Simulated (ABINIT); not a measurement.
# SnO2 (R-3m) in ABINIT: band structure with TB-mBJ

Aim: the band structure of SnO2 with TB-mBJ.

All numbers are computed with ABINIT 10.8.3 (patched build); they aren't measurements. Logs are shortened: lines on timing, memory, paths and dates and some standing lists are left out, and cuts for length are marked. The log counts tension as positive stress, the text compression.

**1. The crystal as given**

It takes space group R-3m (No. 166, trigonal). Conventional cell: a = 3.234 Å, b = 3.234 Å, c = 14.402 Å, α = 90.00°, β = 90.00°, γ = 120.00°. Sn (site symmetry -3m) has 6 O at 2.13 Å as nearest neighbours. O (site symmetry 3m) has 3 Sn at 2.13 Å as nearest neighbours.

Measurements of this composition are mostly on another form, of space group No. 136.

**2. Band structure, TB-mBJ**

Contents of run.abi:

```
# Datasets: ground state, then fixed potential
ndtset 2

# Pseudopotentials
pp_dirpath "./"
pseudos "Sn.LDA_PW-JTH.xml, O.LDA_PW-JTH.xml"

# Structure
acell 3*1.0 Angstrom
rprim
     1.6170930752     0.9336291223     4.8005925840
    -1.6170930752     0.9336291223     4.8005925840
     0.0000000000    -1.8672582446     4.8005925840
ntypat 2
znucl 50 8
natom 3
typat 1 2 2
xred
     0.5000000000     0.5000000000     0.5000000000
     0.7628300000     0.7628300000     0.7628300000
     0.2371700000     0.2371700000     0.2371700000

# Plane-wave basis
ecut 28.0
pawecutdg 50.0

# Exchange and correlation
ixc -208012
usekden 1
pawxcdev 0

# Bands and occupations
occopt 3
tsmear 0.05 eV

# SCF cycle
nstep 100
diemix 0.3
optforces 0
optstress 0

# Output
iomode 3
prtwf 0
prteig 0
prtebands 0
prtden1 1
prtkden1 1
prtvha1 1
prtvclmb1 1
prtpot1 1

# Dataset 1
kptopt1 1
ngkpt1 7 7 7
nshiftk1 1
shiftk1 0.0 0.0 0.0
nband1 17
tolvrs1 1.0e-7

# Dataset 2: bands along G-L-B1
iscf2 -2
getden2 1
getkden2 1
nband2 23
nbdbuf2 4
tolwfr2 1.0e-11
kptopt2 -2
ndivsm2 6
prteig2 1
prtvol2 -3
kptbounds2
     0.0000000000     0.0000000000     0.0000000000
     0.5000000000     0.0000000000     0.0000000000
     0.5000000000     0.1918821804    -0.1918821804
```

Potentials or basis: JTH PAW LDA v2.0.

On the command line:

```
$ abinit run.abi > log 2>&1
```

run.abo:

```text
.Version 10.8.3 of ABINIT
 DATASET    1 : space group R-3 m (#166); Bravais hR (rhombohedral)
================================================================================
 Values of the parameters that define the memory need for DATASET  1.
     intxc =       0    ionmov =       0      iscf =       7    lmnmax =      18
     lnmax =       6     mgfft =      48  mpssoang =       3    mqgrid =    3001
     natom =       3  nloc_mem =       2    nspden =       1   nspinor =       1
    nsppol =       1      nsym =      12    n1xccc =       1    ntypat =       2
    occopt =       3   xclevel =       2
       mpw =        2103          nfft =      110592          nkpt =          44
 PAW method is used; the additional fine FFT grid is defined by:
   mgfftf=        64    nfftf =    262144
================================================================================
================================================================================

 DATASET    2 : space group R-3 m (#166); Bravais hR (rhombohedral)
================================================================================
 Values of the parameters that define the memory need for DATASET  2.
     intxc =       0    ionmov =       0      iscf =      -2    lmnmax =      18
     lnmax =       6     mgfft =      48  mpssoang =       3    mqgrid =    3001
     natom =       3  nloc_mem =       2    nspden =       1   nspinor =       1
    nsppol =       1      nsym =      12    n1xccc =       1    ntypat =       2
    occopt =       3   xclevel =       2
       mpw =        2107          nfft =      110592          nkpt =          16
 PAW method is used; the additional fine FFT grid is defined by:
   mgfftf=        64    nfftf =    262144
================================================================================
================================================================================

--------------------------------------------------------------------------------
------------- Echo of variables that govern the present computation ------------
--------------------------------------------------------------------------------
 -outvars: echo values of preprocessed input variables --------
            acell      1.8897261259E+00  1.8897261259E+00  1.8897261259E+00 Bohr
              amu      1.18710000E+02  1.59994000E+01
           diemix      3.00000000E-01
             ecut      2.80000000E+01 Hartree
           getden1          0
           getden2          1
          getkden1          0
          getkden2          1
             iscf1          7
             iscf2         -2
              ixc     -208012
           jdtset        1    2
           kptopt1          1
           kptopt2         -2
         kptrlatt        7    0    0      0    7    0      0    0    7
          kptrlen1     4.27820825E+01
          kptrlen2     3.00000000E+01
            natom           3
            nband1         17
            nband2         23
           nbdbuf1          0
           nbdbuf2          4
           ndtset           2
           ndivsm1          0
           ndivsm2          6
            ngfft          48      48      48
          ngfftdg          64      64      64
             nkpt1         44
             nkpt2         16
            nstep         100
             nsym          12
           ntypat           2
           occopt           3
        optforces           0
        optstress           0
        pawecutdg      5.00000000E+01 Hartree
         pawxcdev           0
        prtebands           0
           prteig1          0
           prteig2          1
          prtkden           1
           prtpot1          1
           prtpot2          0
         prtvclmb1          1
         prtvclmb2          0
           prtvha1          1
           prtvha2          0
           prtvol1          0
           prtvol2         -3
            prtwf           0
            rprim      1.6170930752E+00  9.3362912230E-01  4.8005925840E+00
                      -1.6170930752E+00  9.3362912230E-01  4.8005925840E+00
                       0.0000000000E+00 -1.8672582446E+00  4.8005925840E+00
           shiftk1     0.00000000E+00  0.00000000E+00  0.00000000E+00
           shiftk2     5.00000000E-01  5.00000000E-01  5.00000000E-01
          spgroup         166
           tolvrs1     1.00000000E-07
           tolvrs2     0.00000000E+00
           tolwfr1     0.00000000E+00
           tolwfr2     1.00000000E-11
[... 258 lines left out ...]

================================================================================
 Non-SCF case, kpt    1 (  0.00000  0.00000  0.00000), residuals and eigenvalues=
  2.26E-12  2.14E-12  6.08E-12  4.33E-12  8.56E-12  8.82E-12  6.23E-12  9.16E-12
  2.67E-12  2.83E-12  8.16E-12  1.06E-12  9.09E-12  4.21E-12  2.34E-12  8.97E-12
  6.71E-12  2.57E-12  9.93E-12  3.12E-10  8.00E-09  1.44E-08  1.96E-03
 -6.1677E-01 -6.0728E-01 -6.0728E-01 -5.9972E-01 -5.9972E-01 -5.6040E-01
 -5.1486E-01 -1.0024E-03  8.7574E-02  8.7574E-02  9.9727E-02  9.9727E-02
  1.2659E-01  2.6181E-01  4.1599E-01  6.1074E-01  6.1074E-01  6.6963E-01
  8.1117E-01  8.1117E-01  8.6212E-01  8.6945E-01  1.0321E+00
 Non-SCF case, kpt    2 (  0.05556  0.00000  0.00000), residuals and eigenvalues=
  7.45E-12  2.67E-12  4.24E-12  2.71E-12  5.33E-12  3.12E-12  9.96E-12  8.44E-12
  9.39E-12  5.48E-12  5.78E-12  3.97E-12  1.66E-12  5.70E-12  5.56E-12  6.18E-12
[... 103 lines left out ...]
  7.63E-12  7.01E-12  5.80E-12  1.13E-12  5.60E-12  6.05E-12  5.84E-12  8.03E-12
  7.04E-12  3.95E-12  7.94E-12  1.27E-10  9.09E-09  1.03E-06  3.32E-04
 -6.2959E-01 -6.2781E-01 -6.0098E-01 -5.9946E-01 -5.9916E-01 -4.9354E-01
 -4.8990E-01 -7.4775E-02  9.0800E-03  1.1490E-02  4.6608E-02  1.1917E-01
  1.2159E-01  4.0260E-01  5.6268E-01  5.7311E-01  5.7967E-01  6.8889E-01
  7.1664E-01  7.6667E-01  8.6015E-01  9.0021E-01  9.6868E-01
 Non-SCF case, kpt   16 (  0.50000  0.19188 -0.19188), residuals and eigenvalues=
  5.40E-12  5.30E-12  2.04E-12  5.45E-12  8.40E-12  8.44E-12  6.45E-12  6.67E-12
  8.97E-12  9.59E-12  4.54E-12  9.79E-12  8.76E-12  3.26E-12  3.34E-12  3.66E-12
  4.17E-12  9.83E-12  7.70E-12  2.29E-09  2.61E-07  1.74E-06  5.29E-03
 -6.3154E-01 -6.2546E-01 -6.0113E-01 -5.9989E-01 -5.9859E-01 -4.9880E-01
 -4.8558E-01 -7.5019E-02  4.7793E-03  1.4019E-02  5.1068E-02  1.2081E-01
  1.2102E-01  4.0116E-01  5.5635E-01  5.5901E-01  5.9719E-01  6.7459E-01
  7.2218E-01  7.9450E-01  8.5896E-01  8.7589E-01  9.7551E-01

Result for kinetic energy density :

--------------------------------------------------------------------------------
 Total kinetic energy density [Ha/Bohr^3]
)     Maximum=    2.4839E+00  at reduced coord.    0.7656    0.7656    0.7656
)     Minimum=    2.9988E-04  at reduced coord.    0.0000    0.0000    0.0000
   Integrated=    2.7350E+01
--------------------------------------------------------------------------------

--- !ResultsGS
iteration_state: {dtset: 2, }
comment   : Summary of ground state results
lattice_vectors:
- [  3.0558630,   1.7643033,   9.0718052, ]
- [ -3.0558630,   1.7643033,   9.0718052, ]
- [  0.0000000,  -3.5286067,   9.0718052, ]
lattice_lengths: [   9.73390,    9.73390,    9.73390, ]
lattice_angles: [ 36.594,  36.594,  36.594, ] # degrees, (23, 13, 12)
lattice_volume:   2.9346216E+02
convergence: {deltae:  0.000E+00, res2:  0.000E+00, residm:  9.955E-12, diffor:  0.000E+00, }
etotal    :  -8.20277538E+01
entropy   :   0.00000000E+00
fermie    :   1.82892556E-01
cartesian_stress_tensor: null
pressure_GPa: null
xred      :
- [  5.0000E-01,   5.0000E-01,   5.0000E-01, Sn]
- [  7.6283E-01,   7.6283E-01,   7.6283E-01,  O]
- [  2.3717E-01,   2.3717E-01,   2.3717E-01,  O]
cartesian_forces: null
force_length_stats: {min: null, max: null, mean: null, }
...

 Integrated electronic density in atomic spheres:
 ------------------------------------------------
 Atom  Sphere_radius  Integrated_density
    1        2.51086         11.84711515
    2        1.41465          4.66066635
    3        1.41465          4.66066635

================================================================================

 ----iterations are completed or convergence reached----

 Mean square residual over all n,k,spin=   54.534E-13; max=  99.554E-13
 reduced coordinates (array xred) for    3 atoms
       0.500000000000      0.500000000000      0.500000000000
       0.762830000000      0.762830000000      0.762830000000
       0.237170000000      0.237170000000      0.237170000000

 cartesian coordinates (angstrom) at end:
    1      0.00000000000000    -0.00000000000000     7.20088887600000
    2     -0.00000000000000    -0.00000000000000    10.98610812255816
    3      0.00000000000000    -0.00000000000000     3.41566962944184
 length scales=  1.889726125908  1.889726125908  1.889726125908 bohr
              =  1.000000000000  1.000000000000  1.000000000000 angstroms
 Eigenvalues (hartree) for nkpt=  16  k points:
 kpt#   1, nband= 23, wtk=  1.00000, kpt=  0.0000  0.0000  0.0000 (reduced coord)
  -0.61677   -0.60728   -0.60728   -0.59972   -0.59972   -0.56040   -0.51486   -0.00100
   0.08757    0.08757    0.09973    0.09973    0.12659    0.26181    0.41599    0.61074
   0.61074    0.66963    0.81117    0.81117    0.86212    0.86945    1.03206
 kpt#   2, nband= 23, wtk=  1.00000, kpt=  0.0556  0.0000  0.0000 (reduced coord)
  -0.61627   -0.60871   -0.60714   -0.59981   -0.59965   -0.55993   -0.51284   -0.00213
   0.08140    0.08425    0.09865    0.10166    0.12700    0.26762    0.42052    0.60031
   0.61316    0.67435    0.78895    0.81252    0.87767    0.88721    1.02875
 kpt#   3, nband= 23, wtk=  1.00000, kpt=  0.1111  0.0000  0.0000 (reduced coord)
  -0.61538   -0.61211   -0.60679   -0.60002   -0.59942   -0.55845   -0.50741   -0.00592
   0.06805    0.07715    0.09382    0.10477    0.12749    0.28307    0.43317    0.57876
   0.61997    0.68111    0.75615    0.81675    0.89762    0.92413    1.00697
 kpt#   4, nband= 23, wtk=  1.00000, kpt=  0.1667  0.0000  0.0000 (reduced coord)
  -0.61901   -0.61178   -0.60634   -0.60030   -0.59898   -0.55583   -0.49991   -0.01323
   0.05303    0.06858    0.08679    0.10735    0.12721    0.30399    0.45129    0.55705
   0.62990    0.68451    0.72695    0.82443    0.90605    0.94113    1.02314
 kpt#   5, nband= 23, wtk=  1.00000, kpt=  0.2222  0.0000  0.0000 (reduced coord)
[... 33 lines left out ...]
   0.00469    0.01708    0.06037    0.11461    0.11981    0.39418    0.52709    0.57975
   0.60905    0.69383    0.71940    0.73993    0.86532    0.94736    0.98306
 kpt#  14, nband= 23, wtk=  1.00000, kpt=  0.5000  0.1279 -0.1279 (reduced coord)
  -0.63359   -0.62280   -0.60159   -0.59966   -0.59832   -0.50321   -0.48239   -0.07333
   0.00889    0.01255    0.05032    0.11686    0.12129    0.40008    0.54998    0.57557
   0.59006    0.70551    0.70711    0.74835    0.85683    0.94035    0.95935
 kpt#  15, nband= 23, wtk=  1.00000, kpt=  0.5000  0.1599 -0.1599 (reduced coord)
  -0.62959   -0.62781   -0.60098   -0.59946   -0.59916   -0.49354   -0.48990   -0.07477
   0.00908    0.01149    0.04661    0.11917    0.12159    0.40260    0.56268    0.57311
   0.57967    0.68889    0.71664    0.76667    0.86015    0.90021    0.96868
 kpt#  16, nband= 23, wtk=  1.00000, kpt=  0.5000  0.1919 -0.1919 (reduced coord)
  -0.63154   -0.62546   -0.60113   -0.59989   -0.59859   -0.49880   -0.48558   -0.07502
   0.00478    0.01402    0.05107    0.12081    0.12102    0.40116    0.55635    0.55901
   0.59719    0.67459    0.72218    0.79450    0.85896    0.87589    0.97551

== END DATASET(S) ==============================================================
================================================================================

 -outvars: echo values of variables after computation  --------
            acell      1.8897261259E+00  1.8897261259E+00  1.8897261259E+00 Bohr
           etotal1    -8.2027753835E+01
            fcart1     9.9999999999E+99  9.9999999999E+99  9.9999999999E+99
                       9.9999999999E+99  9.9999999999E+99  9.9999999999E+99
                       9.9999999999E+99  9.9999999999E+99  9.9999999999E+99
            rprim      1.6170930752E+00  9.3362912230E-01  4.8005925840E+00
                      -1.6170930752E+00  9.3362912230E-01  4.8005925840E+00
                       0.0000000000E+00 -1.8672582446E+00  4.8005925840E+00
           strten1     9.9999999999E+99  9.9999999999E+99  9.9999999999E+99
                       9.9999999999E+99  9.9999999999E+99  9.9999999999E+99
           xangst      2.7734246398E-17 -1.3847289847E-17  7.2008888760E+00
                      -2.9264580480E-16 -3.3510088449E-18  1.0986108123E+01
                       9.4785868410E-18 -3.5726360785E-18  3.4156696294E+00
             xred      5.0000000000E-01  5.0000000000E-01  5.0000000000E-01
                       7.6283000000E-01  7.6283000000E-01  7.6283000000E-01
                       2.3717000000E-01  2.3717000000E-01  2.3717000000E-01
 Calculation completed.
```

Wall time 10 min (1 thread of AMD EPYC 9R45 (Zen 5), shared host); peak memory 0.27 GiB.

What came out:

- Band gap on the k mesh: 3.63 eV, indirect (least direct gap 3.68 eV)
- Band gap along the path: 3.65 eV, indirect (least direct gap 3.68 eV)
- Valence electrons inside the program's atomic spheres: Sn 11.85; O 4.66

Levels at the corners of the path, in eV from the valence-band top:
| point | band 11 | band 12 | band 13 | band 14 | band 15 | band 16 |
| --- | --- | --- | --- | --- | --- | --- |
| Γ | -0.76 | -0.76 | -0.02 | 3.65 | 7.85 | 13.15 |
| L | -1.23 | -0.42 | -0.37 | 6.83 | 9.79 | 12.48 |
| B1 | -2.08 | -0.18 | -0.18 | 7.45 | 11.67 | 11.74 |

Caveat: the constant c of TB-mBJ comes from the pseudo density here, which moves gaps by up to 0.3 eV between sets of potentials; the PAW data sets were made with another functional, which shifts forces and pressure a little; spin-orbit coupling is left out, which moves the levels of the heavy elements.
